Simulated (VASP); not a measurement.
# SnS (Pnma) in VASP: further runs, part 2 of 2

VASP 6.6.1. The steps go on from the part before.

### Step 4. Band structure, PBE-EpsX

Contents of POSCAR:

```
SnS                                     
1.0
   11.1022363227      0.0000000000      0.0000000000
    0.0000000000      3.9856081180     -0.0000000000
    0.0000000000     -0.0000000000      4.2298593717
  Sn              S             
     4     4
Direct
     0.1185163016469163    0.2500000000000000    0.1099912146110713
     0.3814836983530838    0.7500000000000000    0.6099912146110713
     0.6185163016469164    0.2500000000000000    0.3900087853889287
     0.8814836983530836    0.7500000000000000    0.8900087853889287
     0.8532534778391950    0.2500000000000000    0.4743740039375980
     0.6467465221608050    0.7500000000000000    0.9743740039375977
     0.3532534778391949    0.2500000000000000    0.0256259960624021
     0.1467465221608050    0.7500000000000000    0.5256259960624023
```

Contents of INCAR.step1:

```
SYSTEM = SnS
ALGO     = Normal         ! electronic algorithm
EDIFF    = 1E-8           ! SCF threshold, eV
ENCUT    = 520            ! plane-wave cutoff, eV
GGA      = PE             ! functional
ISIF     = 2              ! what is computed and relaxed
ISMEAR   = 0              ! smearing method
KPAR     = 4            
LASPH    = .True.         ! aspherical terms in the spheres
LCHARG   = .False.        ! write CHGCAR
LEPSILON = .True.         ! dielectric tensor by DFPT
LREAL    = .False.        ! projectors in reciprocal space
LWAVE    = .False.        ! write WAVECAR
NELM     = 80             ! most SCF steps
PREC     = Accurate       ! precision mode
SIGMA    = 0.03           ! smearing width, eV
```

Contents of KPOINTS.step1:

```
Automatic mesh
0
G
  4 8 6
  0 0 0
```

Contents of INCAR.step2:

```
SYSTEM = SnS
ALGO     = Normal         ! electronic algorithm
EDIFF    = 1E-5           ! SCF threshold, eV
ENCUT    = 520            ! plane-wave cutoff, eV
GGA      = PE             ! functional
ISIF     = 2              ! what is computed and relaxed
ISMEAR   = 0              ! smearing method
KPAR     = 4            
LASPH    = .True.         ! aspherical terms in the spheres
LCHARG   = .False.        ! write CHGCAR
LREAL    = .False.        ! projectors in reciprocal space
LWAVE    = .True.         ! write WAVECAR
NELM     = 80             ! most SCF steps
PREC     = Accurate       ! precision mode
SIGMA    = 0.03           ! smearing width, eV
```

Contents of KPOINTS.step2:

```
k-points
0
Gamma
  2 4 4
  0 0 0
```

Contents of INCAR.step3:

```
SYSTEM = SnS
AEXX     = 0.0586         ! exact-exchange fraction
ALGO     = Normal         ! electronic algorithm
EDIFF    = 1E-7           ! SCF threshold, eV
ENCUT    = 520            ! plane-wave cutoff, eV
GGA      = PE             ! functional
HFRCUT   = -1           
ISIF     = 2              ! what is computed and relaxed
ISMEAR   = 0              ! smearing method
ISTART   = 1            
KPAR     = 4            
LASPH    = .True.         ! aspherical terms in the spheres
LCHARG   = .False.        ! write CHGCAR
LHFCALC  = .True.         ! exact exchange
LREAL    = .False.        ! projectors in reciprocal space
LWAVE    = .False.        ! write WAVECAR
NELM     = 80             ! most SCF steps
PREC     = Accurate       ! precision mode
PRECFOCK = Fast         
SIGMA    = 0.03           ! smearing width, eV
```

Contents of KPOINTS.step3:

```
k-points
0
Gamma
  2 4 4
  0 0 0
```

Contents of KPOINTS_OPT:

```
explicit points
8
Reciprocal
 0.0000000000  0.0000000000  0.0000000000 1
 0.5000000000  0.5000000000  0.5000000000 1
 0.0000000000  0.5000000000  0.5000000000 1
 0.5000000000  0.0000000000  0.5000000000 1
 0.5000000000  0.5000000000  0.0000000000 1
 0.0000000000  0.5000000000  0.0000000000 1
 0.0000000000  0.0000000000  0.5000000000 1
 0.5000000000  0.0000000000  0.0000000000 1
```

Potentials or basis: VASP PAW PBE potentials, release 64 (Sn_d, S).

Command:

```bash
cat potpaw_PBE.64/Sn_d/POTCAR potpaw_PBE.64/S/POTCAR > POTCAR
cp INCAR.step1 INCAR
cp KPOINTS.step1 KPOINTS
mpirun -np 4 vasp_std > vasp.out
cp INCAR.step2 INCAR
cp KPOINTS.step2 KPOINTS
mpirun -np 4 vasp_std > vasp.out
cp INCAR.step3 INCAR
cp KPOINTS.step3 KPOINTS
mpirun -np 4 vasp_std > vasp.out
```

OUTCAR:

```text
SYSTEM = SnS
   AEXX = 0.0586
   EDIFF = 1E-7
   ENCUT = 520
   GGA = PE
   ISIF = 2
   ISMEAR = 0
   ISTART = 1
   LASPH = .True.
   LHFCALC = .True.
   LREAL = .False.
   NELM = 80
   PREC = Accurate
   PRECFOCK = Fast

 ion  position               nearest neighbor table
   1  0.119  0.250  0.110-   7 2.63   8 2.68   8 2.68   8 3.19   8 3.19   4 3.43   4 3.43
   2  0.381  0.750  0.610-   8 2.63   7 2.68   7 2.68   7 3.19   7 3.19   3 3.43   3 3.43
   3  0.619  0.250  0.390-   5 2.63   6 2.68   6 2.68   6 3.19   6 3.19   2 3.43   2 3.43
   4  0.881  0.750  0.890-   6 2.63   5 2.68   5 2.68   5 3.19   5 3.19   1 3.43   1 3.43
   5  0.853  0.250  0.474-   3 2.63   4 2.68   4 2.68   4 3.19   4 3.19
   6  0.647  0.750  0.974-   4 2.63   3 2.68   3 2.68   3 3.19   3 3.19
   7  0.353  0.250  0.026-   1 2.63   2 2.68   2 2.68   2 3.19   2 3.19
   8  0.147  0.750  0.526-   2 2.63   1 2.68   1 2.68   1 3.19   1 3.19

  LATTYP: Found a simple orthorhombic cell.
 ALAT       =     3.9856081180
 B/A-ratio  =     1.0612833090
 C/A-ratio  =     2.7855815208

  Lattice vectors:

 A1 = (   0.0000000000,   3.9856081180,   0.0000000000)
 A2 = (   0.0000000000,   0.0000000000,   4.2298593717)
 A3 = (  11.1022363227,   0.0000000000,   0.0000000000)

Analysis of symmetry for initial positions (statically):
=====================================================================
 Subroutine PRICEL returns:
 Original cell was already a primitive cell.

 Routine SETGRP: Setting up the symmetry group for a
 simple orthorhombic supercell.

 Subroutine GETGRP returns: Found  8 space group operations
 (whereof  2 operations were pure point group operations)
 out of a pool of  8 trial point group operations.

The static configuration has the point symmetry S_2 .
 The point group associated with its full space group is D_2h.

Analysis of symmetry for dynamics (positions and initial velocities):
=====================================================================
 Subroutine PRICEL returns:
 Original cell was already a primitive cell.

 Routine SETGRP: Setting up the symmetry group for a
 simple orthorhombic supercell.

 Subroutine GETGRP returns: Found  8 space group operations
 (whereof  2 operations were pure point group operations)
 out of a pool of  8 trial point group operations.

The dynamic configuration has the point symmetry S_2 .
 The point group associated with its full space group is D_2h.

 Subroutine INISYM returns: Found  8 space group operations
 (whereof  2 operations are pure point group operations),
 and found     1 'primitive' translations

----------------------------------------------------------------------------------------

                                     Primitive cell

  volume of cell :     187.1677

  direct lattice vectors                    reciprocal lattice vectors
    11.102236323  0.000000000  0.000000000     0.090071943  0.000000000  0.000000000
     0.000000000  3.985608118  0.000000000     0.000000000  0.250902741  0.000000000
     0.000000000  0.000000000  4.229859372     0.000000000  0.000000000  0.236414479

  length of vectors
[... 71 lines left out ...]
   total plane-waves  NPLWV =  80640
   dimension x,y,z NGX =    84 NGY =   30 NGZ =   32
   dimension x,y,z NGXF=   168 NGYF=   60 NGZF=   64
   ions per type =               4   4
   NGX,Y,Z   is equivalent  to a cutoff of  12.58, 12.51, 12.58 a.u.
   NGXF,Y,Z  is equivalent  to a cutoff of  25.16, 25.03, 25.15 a.u.
 SYSTEM =  SnS
   PREC   = accura    normal or accurate (medium, high low for compatibility)
   ISTART =      1    job   : 0-new  1-cont  2-samecut
   ICHARG =      0    charge: 1-file 2-atom 10-const
   ISPIN  =      1    spin polarized calculation?
   LNONCOLLINEAR =      F non collinear calculations
   LSORBIT =      F    spin-orbit coupling
   LASPH  =      T    aspherical Exc in radial PAW
   ENCUT  =  520.0 eV  38.22 Ry    6.18 a.u.  20.64  7.41  7.86*2*pi/ulx,y,z
   NELM   =     80;   NELMIN=  2; NELMDL=  0     # of ELM steps
   EDIFF  = 0.1E-06   stopping-criterion for ELM
   LREAL  =      F    real-space projection
   EDIFFG = 0.1E-05   stopping-criterion for IOM
   NSW    =      0    number of steps for IOM
   IBRION =     -1    ionic relax: 0-MD 1-quasi-New 2-CG
   NFREE  =      0    steps in history (QN), initial steepest desc. (CG)
   ISIF   =      2    stress and relaxation
   ISYM   =      3    0-nonsym 1-usesym 2-fastsym
   POTIM  = 0.5000    time-step for ionic-motion
   TEBEG  =    0.0;   TEEND  =   0.0 temperature during run
   PSTRESS=    0.0 pullay stress
   NELECT =      80.0000    total number of electrons
   NUPDOWN=      -1.0000    fix difference up-down
   EMIN   =  10.00;   EMAX   =-10.00  energy-range for DOS
   EFERMI =   0.00;   METHOD = LEGACY
   ISMEAR =     0;   SIGMA  =   0.03  broadening in eV -4-tet -1-fermi 0-gaus
   EFERMI_NEDOS =   21; number of points for ismear=-14 and -15
   IALGO  =     38    algorithm
   IMIX   =      1    mixing-type and parameters
     AMIX     =   0.40;   BMIX     =  1.00
     AMIX_MAG =   1.60;   BMIX_MAG =  1.00
  volume/ion in A,a.u.               =      23.40       157.88
  Fermi-wavevector in a.u.,A,eV,Ry     =   1.233184  2.330380 20.690957  1.520742
  Thomas-Fermi vector in A             =   2.367924
   LORBIT       =      0    0 simple, 1 ext, 2 COOP (PROOUT), +10 PAW based schemes
   GGA     = PE    functional components
   LHFCALC =     T    Hartree Fock is set to
   PRECFOCK=fast      Normal, Fast or Accurate (Low or Medium for compatibility)
   ENCUT4O =  -1.0   cutoff for four orbital integrals eV
   NKREDX  =     1    reduce k-point grid by
   NKREDY  =     1    reduce k-point grid by
   NKREDZ  =     1    reduce k-point grid by
   AEXX    =    0.0586 exact exchange contribution
   HFSCREEN=    0.0000 screening length (either q_TF or 0.3 A-1)
   HFSCREENC=   0.0000 screening length for correlation (either q_TF or 0.3 A-1)
   ENCUTFOCK=  -1.0 apply spherical cutoff to Coloumb kernel
   IVDW    =     0    specifies the selected vdW correction
   LEPSILON=     F    determine dielectric tensor
   LRPA    =     F    only Hartree local field effects (RPA)
 non-spin polarized calculation
 Gauss-broadening in eV      SIGMA  =   0.03
  energy-cutoff  :      520.00
  volume of cell :      187.17
 maximum number of plane-waves:      5084
 NGX is ok and might be reduce to    84
  NGX = 48; NGY = 16; NGZ = 18

 number of electron      80.0000029 magnetization

 Free energy of the ion-electron system (eV)
  ---------------------------------------------------
  ext. energy  EPLUGINS =         0.00000000
  ---------------------------------------------------
  free energy    TOTEN  =       -37.87309736 eV

  energy without entropy =      -37.87309736  energy(sigma->0) =      -37.87309736

 E-fermi :   6.6670     XC(G=0):  -9.5320

 val. band max:        6.5316383237   @ k =   0.5000   0.0000   0.5000
 cond. band min:       7.5202287670   @ k =   0.0000   0.0000   0.0000
 fundamental gap:      0.9885904433
 Fermi energy:         6.6669927061

 k-point     1 :       0.0000    0.0000    0.0000
  band No.  band energies     occupation
      1     -15.3844      2.00000
      2     -15.3618      2.00000
      3     -15.3600      2.00000
      4     -15.3519      2.00000
      5     -15.3474      2.00000
      6     -15.3419      2.00000
[... 907 lines left out ...]
     47      11.5464      0.00000
     48      11.5464      0.00000

------------------------ aborting loop because EDIFF is reached ----------------------------------------

  FORCE on cell =-STRESS in cart. coord.  units (eV):
  Direction    XX          YY          ZZ          XY          YZ          ZX
  --------------------------------------------------------------------------------------
  -------------------------------------------------------------------------------------
  Total        3.5949728      3.2021358      2.9453806      0.0000000      0.0000000      0.0000000
  in kB       30.7733803     27.4106505     25.2127963      0.0000000      0.0000000      0.0000000
  external PRESSURE =      27.7989424 kB  Pullay stress =       0.0000000 kB

 VOLUME and BASIS-vectors are now :
 -----------------------------------------------------------------------------
  energy-cutoff  :      520.00
  volume of cell :      187.17
      direct lattice vectors                 reciprocal lattice vectors
    11.102236323  0.000000000  0.000000000     0.090071943  0.000000000  0.000000000
     0.000000000  3.985608118  0.000000000     0.000000000  0.250902741  0.000000000
     0.000000000  0.000000000  4.229859372     0.000000000  0.000000000  0.236414479

 POSITION                                       TOTAL-FORCE (eV/Angst)
 -----------------------------------------------------------------------------------
      1.31580      0.99640      0.46525         0.034691     -0.000000      0.015580
      4.23532      2.98921      2.58018        -0.034691     -0.000000      0.015580
      6.86691      0.99640      1.64968         0.034691      0.000000     -0.015580
      9.78644      2.98921      3.76461        -0.034691      0.000000     -0.015580
      9.47302      0.99640      2.00654         0.001563      0.000000      0.028321
      7.18033      2.98921      4.12147        -0.001563      0.000000      0.028321
      3.92190      0.99640      0.10839         0.001563      0.000000     -0.028321
      1.62921      2.98921      2.22332        -0.001563      0.000000     -0.028321
 -----------------------------------------------------------------------------------
    total drift:                                0.000001     -0.000013      0.000000

  FREE ENERGIE OF THE ION-ELECTRON SYSTEM (eV)
  ---------------------------------------------------
  free  energy   TOTEN  =       -37.8730973557 eV

  energy  without entropy=      -37.8730973557  energy(sigma->0) =      -37.87309736
```

Run time: 83 min. Hardware: 4 MPI ranks of Intel Xeon Platinum 8488C (Sapphire Rapids), shared host; peak memory 1.4 GiB.

Results:

- Free energy: -37.8731 eV
- Pressure: 2.8 GPa
- Largest force: 0.038 eV/Å
- Band gap on the k mesh: 0.99 eV, indirect (least direct gap 1.54 eV)
- Band gap along the path: 0.99 eV, indirect (least direct gap 1.57 eV)

Forces on the atoms (eV/Å):
```
Sn   0.035  0.000  0.016
Sn  -0.035  0.000  0.016
Sn   0.035  0.000 -0.016
Sn  -0.035  0.000 -0.016
S    0.002  0.000  0.028
S   -0.002  0.000  0.028
S    0.002  0.000 -0.028
S   -0.002  0.000 -0.028
```

Stress tensor (GPa, compression positive):
```
3.08 0.00 0.00
0.00 2.74 0.00
0.00 0.00 2.52
```

Caveat: the PAW data sets were made with another functional, which shifts forces and pressure a little; spin-orbit coupling is left out, which moves the levels of the heavy elements.

### Step 5. Overview

```tsv
level	exchange at q = 0	share of exact exchange	gap on the mesh (eV)	pressure (GPa)	largest force (eV/Å)
PBE	-	-	0.77	3.3	0.05
PBE0	truncated	-	1.74	1.3	0.23
PBE-EpsX	truncated	0.0586	0.99	2.8	0.04
```

Alike in all rows: task band structure; potentials or basis VASP PAW PBE potentials, release 64 (Sn_d, S); no spin polarisation; cell as given; k mesh 2 × 4 × 4; cutoff (eV) 520; smearing gaussian 0.03 eV.

On the cell as given the gap runs from 0.77 eV (PBE) to 1.74 eV (PBE0). The pressure there spans 1.3 GPa (PBE0) to 3.3 GPa (PBE); a positive pressure means that this level wants a larger cell, a negative one a smaller.

Caveats: spin-orbit coupling is left out, which moves the levels of the heavy elements; the PAW data sets were made with another functional, which shifts forces and pressure a little (some runs).

Total energies depend on the potentials used, so only differences within one code and one set of settings carry meaning.

### Step 6. How close it comes

Step 2. Measured gap of SnS: 1.16 eV (indirect; 20 K; “Linear dichroism of the optical properties of SnS and SnSe van der Waals crystals”, 2024, arxiv:2409.17412). This calculation gives 0.77 eV (-0.39 eV). 2 values of this kind are on record (1.09 to 1.16 eV); this one was drawn at random. Spin-orbit coupling on Sn is left out. The value is that of PBE, without temperature or zero-point motion. Semilocal functionals fall short of measured gaps as a rule.

Step 3. Measured gap of SnS: 1.16 eV (indirect; 20 K; “Linear dichroism of the optical properties of SnS and SnSe van der Waals crystals”, 2024, arxiv:2409.17412). This calculation gives 1.74 eV (+0.58 eV). 2 values of this kind are on record (1.09 to 1.16 eV); this one was drawn at random. Spin-orbit coupling on Sn is left out. The value is that of PBE0, without temperature or zero-point motion.

Step 4. Against the measured gap of SnS, 1.09 eV (indirect; 300 K; “Linear dichroism of the optical properties of SnS and SnSe van der Waals crystals”, 2024, arxiv:2409.17412), the calculated 0.99 eV is off by -0.10 eV. 2 values of this kind are on record (1.09 to 1.16 eV); this one was drawn at random. Spin-orbit coupling on Sn is left out. The value is that of PBE-EpsX, without temperature or zero-point motion.
